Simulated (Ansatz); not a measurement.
BaTiO3:

```
CELL_PARAMETERS angstrom
-2.82767 -1.63255 -2.31773
2.82767 -4.89766 0.00000
-2.82767 -1.63255 4.63546
ATOMIC_POSITIONS crystal
Ba 0.01575 0.99511 0.97326
Ba 0.98425 0.50489 0.52674
Ti 0.50386 0.98954 0.50362
Ti 0.46814 0.51046 0.02438
O 0.53055 0.23162 0.73316
O 0.48625 0.75828 0.23994
O 0.47922 0.75734 0.73348
O 0.53758 0.25276 0.23962
O 0.99089 0.02893 0.47950
O 0.04611 0.47107 0.00370
```

The cell isn't the ideal one: a zone-boundary wave of random shape, sigma 0.1 Å.

- Program: Ansatz 0.2.0
- Task: relaxation of cell and atoms
- Functional: PBEsol
- Dispersion: D4
- Potentials or basis: Ansatz PAW
- Cutoff: 420 eV (not typed: the program's choice for these potentials)
- k mesh: 7 × 5 × 5
- Occupations: fermi-dirac, width 0.05 eV
- Spin: no spin polarisation

At the start: volume 12.84 Å³/atom.

**Question.** Where does the relaxation end?

**Answer.** It ends after 9 steps and the volume is 12.52 Å³/atom (-2.5 %); space group R3m (No. 160, to 0.05 Å).

The path:
```tsv
step	energy change (eV)	largest force (eV/Å)	volume (Å³)
1	0.0000	3.1297	128.39
2	-0.6531	1.8134	127.74
3	-0.9558	0.1638	125.78
4	-0.9627	0.1592	125.00
5	-0.9652	0.0689	125.19
6	-0.9676	0.0025	125.38
7	-0.9576	0.0025	125.38
8	-0.9582	0.0011	125.24
9	-0.9577	0.0011	125.24
```

Final structure:
```
Ba Ti O
1.0
    -2.80953   -1.62208   -2.28803
     2.80577   -4.85981    0.00005
    -2.81572   -1.62572    4.58617
Ba Ti O
2 2 6
Direct
  0.00956 0.00001 0.00120
  0.00957 0.50001 0.50120
  0.51929 0.00001 0.51115
  0.51929 0.50001 0.01114
  0.49915 0.24740 0.73794
  0.49915 0.74740 0.23794
  0.49915 0.75258 0.73795
  0.49915 0.25258 0.23795
  0.99414 0.99999 0.49047
  0.99415 0.50000 0.99047
```

Caveat: the plane-wave basis is chosen anew once the cell has moved, so the energies of steps on either side of that aren't comparable; the pressure holds a Pulay correction of +0.6 GPa for the finite cutoff; the PAW data sets come from PBE, with cores solved anew for the run's functional, which leaves a small shift of forces and pressure.
